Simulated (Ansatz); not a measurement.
# Ionic part of the dielectric constant of WS$_{2}$, mode by mode

Computed with DFT PBEsol, scalar-relativistic, plane waves, PAW in Ansatz 0.2.0. Plane waves to 420 eV; Γ-centred k mesh 12×12×2; fixed occupations. No spin polarisation. Phonons by linear response, acoustic sum rule imposed.

Symmetry: P-6m2, No. 187, hexagonal system. Conventional cell: a = 3.146 Å, b = 3.146 Å, c = 16.953 Å, α = 90.00°, β = 90.00°, γ = 120.00°. W (site symmetry -6m2) has 6 S at 2.40 Å as nearest neighbours. S (site symmetry 3m) is surrounded by 3 W at 2.40 Å.

The crystal is built of layers and no dispersion correction was added, so the binding between them is poorly described, and with it their spacing and whatever depends on it. Spin–orbit coupling is left out, which matters for heavy elements.

The primitive cell has V = 145.28 Å³ and ε∞,yy = 5.574. Each polar mode adds Δε = (4.92064×10⁷/V)·S/ν² along y, with S its oscillator strength in e²/amu, ν in cm⁻¹ and V in Å³.

Question: From these modes, find each Δε and ε0,yy.
```
ν (cm⁻¹) S_yy (e²/amu)
   355.6         0.0087
```

Answer:
```json
{"ν (cm⁻¹)": "355.6", "Δε": "0.02"}
```

The sum is 0.023, so ε0,yy = 5.60; the run's tensor has 5.60.

Question: Where do the longitudinal modes lie for a wave vector along y?

Answer: At 356 cm⁻¹. The Lyddane–Sachs–Teller product Π(ν_LO/ν_TO)² = 1.00 matches ε0/ε∞ = 1.00.

This form isn't the usual stable structure of the compound.

Cost: 1 run of about 15 core-minutes, on Intel Xeon Platinum 8175M (Skylake/Cascade Lake) (shared hosts).